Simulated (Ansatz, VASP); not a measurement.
# NiO2 in VASP and in Ansatz

```
CELL_PARAMETERS angstrom
2.65251 0.00000 0.00000
-1.32626 2.29714 0.00000
0.00000 0.00000 4.56311
ATOMIC_POSITIONS crystal
Ni 0.00000 0.00000 0.50000
O 0.66667 0.33333 0.75429
O 0.33333 0.66667 0.24571
```

Alike in both runs: task single point; functional LDA; k mesh 12 × 12 × 6; occupations gaussian, width 0.05 eV; no spin polarisation.

```csv
,VASP,Ansatz
version,VASP 6.6.1,Ansatz 0.2.0
potentials or method,"VASP PAW LDA potentials, release 64 (Ni, O)","scalar-relativistic, plane waves, PAW"
plane-wave cutoff (eV),520,520
valence electrons in the cell,22,30
```

|  | VASP | Ansatz | Ansatz less VASP |
| --- | --- | --- | --- |
| gap on the k mesh at the Fermi level (eV) | 0.55 | 0.59 | +0.034 |
| least direct gap on the mesh (eV) | 0.57 | 0.60 | +0.028 |
| pressure (GPa) | -15.2 | -15.9 | -0.71 |
| largest component of the traceless stress (GPa) | 25.68 | 26.00 | +0.313 |
| rms of the force components (eV/Å) | 1.442 | 1.498 | +0.0563 |

Atom by atom the forces differ by 0.056 eV/Å (rms over components). The two sets of potentials don't hold the same shells in valence.

Caveats: so large a pressure means that the cell lies far from this level's equilibrium, or that cutoff or potentials fall short (VASP); forces of over 1 eV/Å show positions far from the minimum, so gaps and moduli don't describe the material at rest. A k mesh can miss the band edges. Spin polarisation is off, so any magnetic state and its effect on volume and gap are missing.
